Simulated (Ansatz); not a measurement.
Rutile RuO2, treated with revPBE (PAW; Ansatz, a quantum-chemistry and plane-wave program).

Settings: plane-wave cutoff 520 eV, 12×12×18 k mesh (along the axes of the cell as run), Fermi–Dirac smearing 0.05 eV, no spin polarisation, scalar-relativistic PAW data made under PBE.

Shape and atoms are relaxed at each volume.

Pressure at four volumes; x = ln(V/10.802 Å³). One pressure is withheld.

```csv
V (Å³/atom),x,P (GPa)
10.370,-0.0408,10.67
10.802,0.0000,0.00
11.018,0.0198,-4.48
11.234,0.0392,?
```

Q: Pass a parabola P(x) through the three rows shown, estimate the bulk modulus and its pressure derivative near zero pressure, and predict the withheld pressure.

A: Slopes between the rows: (0.00 − (10.67))/(0.0000 − (-0.0408)) = -261.52 and (-4.48 − (0.00))/(0.0198 − (0.0000)) = -226.26 GPa. Their difference over the span 0.0606 is c = 35.26/0.0606 = 581.8 GPa, so P(x) = 10.67 + (-261.52)(x − (-0.0408)) + 581.8 (x − (-0.0408))(x − (0.0000)). At the middle row B = −dP/dx = −[-261.52 + 581.8 × 0.0408] = 237.8 GPa, and B′ = dB/dP = 2c/B = 4.9. At x = 0.0392 the parabola gives -8.43 GPa; the run gives -8.45 GPa. The Birch–Murnaghan fit to the energies at all volumes has B0 = 237 GPa and B′ = 4.8.

Measured, for comparison: bulk modulus 270 GPa (room temperature, no zero-point or thermal correction; as tabulated in LI and ZENG (2008), arXiv:0807.3251). Computed (rounded) less measured: bulk modulus -12 %.

Note: the bulk modulus comes from volumes at which shape and atoms were relaxed.
